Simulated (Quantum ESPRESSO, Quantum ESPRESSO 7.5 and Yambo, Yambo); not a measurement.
**As (buckled honeycomb monolayer): G0W0 with and without spin-orbit coupling**

Is the spin-orbit change of the gap of As (buckled honeycomb monolayer) the same in DFT and in GW?

Calculated with Quantum ESPRESSO 7.5 and Yambo 5.3.0; PBE and many-body steps on it, plane waves.

Report form: the programs' logs are mostly left out.

### 1. Starting point

The cell holds 2 atoms: 2 As. Its edges and angles: a = 3.611 Å, b = 3.611 Å, c = 14.000 Å, α = 90.0°, β = 90.0°, γ = 120.0°. Vacuum lies along c.

The structure was relaxed with PBE. The runs that relaxed it are not among those shown.

### 2. Empty states on the mesh, 6×6×1 mesh, 100 bands

This step: Quantum ESPRESSO 7.5; DFT, PBE, plane waves, norm-conserving pseudopotentials.

The sums over transitions need many empty states on a uniform mesh; this step solves for them.

Contents of pw.in:

```
&control
  calculation = 'nscf'
  prefix = 'x'
  outdir = 'o'
  pseudo_dir = 'pseudo'
/
&system
  ibrav = 0
  nat = 2
  ntyp = 1
  ecutwfc = 76.0
  nbnd = 100
  force_symmorphic = .true.
/
&electrons
  conv_thr = 1e-9
  electron_maxstep = 80
  diago_full_acc = .true.
  diago_thr_init = 5e-6
/
ATOMIC_SPECIES
  As 74.922 As.upf
CELL_PARAMETERS angstrom
  3.6113928119 0.0000000000 0.0000000000
  -1.8056964060 3.1275579181 0.0000000000
  0.0000000000 0.0000000000 14.0000000000
ATOMIC_POSITIONS crystal
  As 0.3333333333 0.6666666667 0.4503491445
  As 0.6666666667 0.3333333333 0.5496508555
K_POINTS automatic
  6 6 1 0 0 0
```

Command:

```sh
$ OMP_NUM_THREADS=1 mpirun -n 4 pw.x -nk 4 -in pw.in > pw.out
```

The job ended after 23 s (4 MPI ranks of Arm Neoverse V1, shared host; peak memory 0.69 GiB).

This step gave:

```yaml
gap: 1.638 eV
k_of_the_valence_top: 0, 0, 0
k_of_the_conduction_bottom: 0, 0.3333, 0
least_direct_gap: 1.936 eV
k_points_computed: 7
lowest_point_of_the_top_converged_band_above_the_valence_top: 38.25 eV
```

On this mesh the gap is 1.638 eV.

The density comes from a self-consistent run that is not shown.

### 3. Conversion and set-up

This step: Yambo 5.3.0; conversion and set-up on PBE, plane waves, norm-conserving pseudopotentials.

The states are converted to the many-body program's format and the q mesh is built.

Command:

```sh
$ (cd o/x.save; p2y > p2y.log; mv SAVE ../..); yambo > setup.log
```

Elapsed: 2.1 s, on 1 MPI rank; peak memory 0.25 GiB.

### 4. Scalar-relativistic

G0W0 replaces the xc potential by the self-energy, built once from these orbitals. Only a window of levels is corrected, while the sums run over the empty bands that the input names.

This step: G0W0 on PBE, plane waves, norm-conserving pseudopotentials.

Contents of gw1.in:

```
HF_and_locXC
gw0
dyson
ppa
em1d
rim_cut
rim_w
RandQpts= 3000000
RandGvec= 100 RL
CUTGeo= "slab z"
RandGvecW= 9 RL
EXXRLvcs= 76 Ry
VXCRLvcs= 304 Ry
Chimod= "HARTREE"
% BndsRnXp
 1 | 100 |
%
NGsBlkXp= 9.5 Ry
% LongDrXp
 1 | 1 | 0 |
%
% GbndRnge
 1 | 100 |
%
DysSolver= "n"
ExtendOut
PPAPntXp= 27.21138 eV
% QPkrange
 1 | 1 | 14 | 17 |
 3 | 3 | 14 | 17 |
%
```

Command:

```sh
$ OMP_NUM_THREADS=1 mpirun -n 4 yambo -F gw1.in -J gw1 -C gw1 > gw1.log
```

It took 4.3 min on 4 MPI ranks; peak memory 2.3 GiB.

Numbers from this step:

| Quantity | Value |
| --- | --- |
| G0W0 gap on the points computed | 2.843 eV |
| starting gap on the mesh | 1.638 eV |
| k of the valence top | 0, 0, 0 |
| k of the conduction bottom | 0, 0.3333, 0 |
| least direct G0W0 gap on the computed points | 3.235 eV |
| Z at the valence top | 0.7381 |
| Z at the conduction bottom | 0.7454 |

The gap on the mesh goes from 1.64 eV to 2.84 eV, a correction of +1.20 eV.

### 5. Empty states on the mesh, 6×6×1 mesh, 200 bands

This step: Quantum ESPRESSO 7.5; DFT, PBE with spin-orbit coupling, plane waves, norm-conserving pseudopotentials.

pw.in, as its differences from that of step 2:

```diff
@@ -11,4 +11,6 @@
   ecutwfc = 76.0
-  nbnd = 100
+  nbnd = 200
   force_symmorphic = .true.
+  noncolin = .true.
+  lspinorb = .true.
 /
```

Command:

```sh
$ OMP_NUM_THREADS=1 mpirun -n 4 pw.x -nk 4 -in pw.in > pw.out
```

Elapsed: 2.4 min, on 4 MPI ranks; peak memory 1.9 GiB; 9.6 min of CPU time.

Numbers from this step:

```
gap                                                           : 1.512 eV
k of the valence top                                          : 0, 0, 0
k of the conduction bottom                                    : 0, 0.3333, 0
least direct gap                                              : 1.802 eV
k points computed                                             : 7
lowest point of the top converged band, above the valence top : 38.13 eV
```

On this mesh the gap is 1.512 eV.

The density comes from a self-consistent run that is not shown, made with spin-orbit coupling and fully relativistic files.

### 6. Conversion and set-up

This step: Yambo 5.3.0; conversion and set-up on PBE with spin-orbit coupling, plane waves, norm-conserving pseudopotentials.

Command:

```sh
$ (cd o/x.save; p2y > p2y.log; mv SAVE ../..); yambo > setup.log
```

Run time: 2.9 s. Hardware: 1 MPI rank; peak memory 0.25 GiB.

### 7. With spin-orbit coupling

This step: G0W0 on PBE with spin-orbit coupling, plane waves, norm-conserving pseudopotentials.

Contents of gw3.in:

```
HF_and_locXC
gw0
dyson
ppa
em1d
rim_cut
rim_w
RandQpts= 3000000
RandGvec= 100 RL
CUTGeo= "slab z"
RandGvecW= 9 RL
EXXRLvcs= 76 Ry
VXCRLvcs= 304 Ry
Chimod= "HARTREE"
% BndsRnXp
 1 | 200 |
%
NGsBlkXp= 9.5 Ry
% LongDrXp
 1 | 1 | 0 |
%
% GbndRnge
 1 | 200 |
%
DysSolver= "n"
ExtendOut
PPAPntXp= 27.21138 eV
% QPkrange
 1 | 1 | 27 | 34 |
 3 | 3 | 27 | 34 |
%
```

Command:

```sh
$ OMP_NUM_THREADS=1 mpirun -n 4 yambo -F gw3.in -J gw3 -C gw3 > gw3.log
```

Elapsed: 15 min, on 4 MPI ranks; peak memory 5.5 GiB.

Numbers from this step:

```yaml
g0w0_gap_on_the_points_computed: 2.702 eV
starting_gap_on_the_mesh: 1.512 eV
k_of_the_valence_top: 0, 0, 0
k_of_the_conduction_bottom: 0, 0.3333, 0
least_direct_g0w0_gap_on_the_computed_points: 3.087 eV
z_at_the_valence_top: 0.7378
z_at_the_conduction_bottom: 0.7443
```

Against G0W0 in Yambo (6×6×1 mesh, 100 bands, screening to 129.3 eV, Godby-Needs plasmon pole), the gap moves by −0.141 eV.

### 8. Side by side

Times are wall times on 4 MPI ranks of Arm Neoverse V1, shared host, good to a factor of about two.

```csv
run,mesh,bands,screening cutoff (eV),DFT gap (eV),gap on the mesh (eV),direct (eV),time
scalar-relativistic,6×6×1,100,129.3,1.638,2.843,3.235,4.3 min
with spin-orbit coupling,6×6×1,200,129.3,1.512,2.702,3.087,15 min
```

### 9. Outcome

| Item | Value |
| --- | --- |
| scalar-relativistic | 2.843 eV |
| with spin-orbit coupling | 2.702 eV |
| known limits | not at the basis limit; exchange with frozen shells missing; no spin-orbit coupling in some runs |

What this shows: With spin-orbit coupling: −0.141 eV against scalar-relativistic, −0.126 eV of it in the start. Bands and cutoff are finite, so the gap is not at the basis limit. The miss can reach some tenths of an eV and take either sign; the mesh is an error of its own. In the G0W0 runs levels were corrected at 2 k points alone, so a gap called «on the mesh» is the least over those, and an edge elsewhere would be missed. The norm-conserving file of at least one element keeps a d shell over frozen s and p shells of the same row. Exchange with those shells is missing from the self-energy, an error of 0.3 to 0.9 eV in cases checked, whose sign depends on which edge lies on those atoms.

[Paths, hosts, dates, memory and timing lines, banners, echoed tables and standing remarks are left out of the program output.]

[Logs are printed without paths, hosts, clocks, repeated set-up lines and the standing remarks that a program may print on its own settings, such as how far it seeks lower states.]

[Runs of the session that timed out or met a known fault of the program may be left out.]

[Hosts, paths, dates, database ids (printed as entryN), source tags and the programs' standing remarks are cut or masked in the printed files.]
